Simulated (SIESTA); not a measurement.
A run of SIESTA 5.4.2 is set up as follows.

The input Hf.fdf:

```
SystemName                      Hafnium
SystemLabel                     Hf
NumberOfSpecies                 1
NumberOfAtoms                   2
%block ChemicalSpeciesLabel
  1  72 Hf
%endblock ChemicalSpeciesLabel

LatticeConstant                 1.0 Ang
%block LatticeVectors
     3.1967000000     0.0000000000     0.0000000000
    -1.5983500000     2.7684234083     0.0000000000
     0.0000000000     0.0000000000     5.0578000000
%endblock LatticeVectors
AtomicCoordinatesFormat         Fractional
%block AtomicCoordinatesAndAtomicSpecies
     0.6666666667     0.3333333333     0.7500000000  1  Hf
     0.3333333333     0.6666666667     0.2500000000  1  Hf
%endblock AtomicCoordinatesAndAtomicSpecies

%block kgrid.MonkhorstPack
   10   0   0  0.0
    0  10   0  0.0
    0   0   5  0.0
%endblock kgrid.MonkhorstPack
XC.Functional                   GGA
XC.Authors                      PBEsol
PAO.BasisSize                   DZP
PAO.EnergyShift                 0.003 Ry
Mesh.Cutoff                     800 Ry
OccupationFunction              FD
ElectronicTemperature           0.05 eV
MaxSCFIterations                120
SCF.MustConverge                false
SCF.Mixer.Method                Pulay
SCF.Mixer.Weight                0.25
SCF.Mixer.History               8
SCF.DM.Tolerance                5.0e-05
SCF.H.Tolerance                 1.0e-03 eV
WriteForces                     true
Charge.Mulliken                 end
BandLinesScale                  ReciprocalLatticeVectors
%block BandLines
    1    0.000000   0.000000   0.000000  \Gamma
   11    0.500000   0.000000   0.000000  M
    6    0.333333   0.333333   0.000000  K
   13    0.000000   0.000000   0.000000  \Gamma
    6    0.000000   0.000000   0.500000  A
   11    0.500000   0.000000   0.500000  L
    6    0.333333   0.333333   0.500000  H
   13    0.000000   0.000000   0.500000  A
    1    0.500000   0.000000   0.500000  L
    6    0.500000   0.000000   0.000000  M
    1    0.333333   0.333333   0.000000  K
    6    0.333333   0.333333   0.500000  H
%endblock BandLines
%block PAO.Basis
  Hf 5
  n=5 0 2
    3.241 0.000
  n=6 0 2
    8.114 0.000
  n=5 1 2
    3.929 0.000
  n=6 1 1
    8.114
  n=5 2 2
    7.842 0.000
%endblock PAO.Basis
```

Potentials or basis: PseudoDojo 0.4 standard (PBEsol files), DZP (energy shift 0.003 Ry; two zetas on semicore shells).

Run with:

```console
$ siesta < Hf.fdf > Hf.out 2>&1
```

(1) What does it give for the pressure?

(2) What does it give for the band gap on the k mesh?

## Answers

(1) -3.5 GPa.

(2) none (metal or under the smearing width).

Caveat: short orbitals over semicore shells can move pressures by several GPa; spin-orbit coupling is left out, which moves the levels of the heavy elements; the basis of atomic orbitals isn't converged, which shifts pressures, moduli and gaps.
